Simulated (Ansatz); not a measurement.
Planning a run of Ansatz 0.2.0 on MgBrF (1T monolayer (Janus)). The input:

```yaml
crystal:
  lattice:
    - [3.4137877791, 0.0, 0.0]
    - [-1.7068938896, 2.9564269398, 0.0]
    - [0.0, 0.0, 28.0]
  atoms:
    - { symbol: Mg, position: [0.0, 0.0, 0.5146408325] }
    - { symbol: F, position: [0.3333333333, 0.6666666667, 0.5432973803] }
    - { symbol: Br, position: [0.6666666667, 0.3333333333, 0.4567026197] }
  periodic: [true, true, false]
kpoints:
  mp_grid: { grid: [9, 9, 1] }
  band_path:
    path:
      - [0, 0, 0]
      - [0.5, 0, 0]
      - [0.3333333333333, 0.3333333333333, 0]
      - [0, 0, 0]
    npoints: 10
hamiltonian:
  xc: lda
scf:
  occupations: { method: fixed }
  n_extra_bands: 10
magnetization:
  noncollinear: true
  spin_orbit: true
output:
  eigenvalues: true
  write_density: true
  write_potential: true
  elf: true
  volumetric_format: npy
```

```sh
ansatz run input.yaml --threads 4 --pin off --max-ram 13824MiB --backend cpu --events-out ev --progress --plain --runs-dir out
```

Q: How long will it take on 4 threads of Arm Neoverse V1, shared host, and how much memory?

It took 21 s; on shared hardware allow 11 s to 43 s. Peak host memory was 1.1 GiB. The sizes that set the cost: 5517 plane waves a state, 12 irreducible k points and 9 SCF cycles.

[Paths, hosts, dates, memory and timing lines, banners, echoed tables and standing remarks are left out of the program output.]

[Logs are printed without paths, hosts, clocks, repeated set-up lines and the standing remarks that a program may print on its own settings, such as how far it seeks lower states.]

[Runs of the session that timed out or met a known fault of the program may be left out.]

[Cells called generated may have been cut or substituted from an entry of the Crystallography Open Database or the Materials Project.]

[Hosts, paths, dates, database ids (printed as entryN), source tags and the programs' standing remarks are cut or masked in the printed files.]
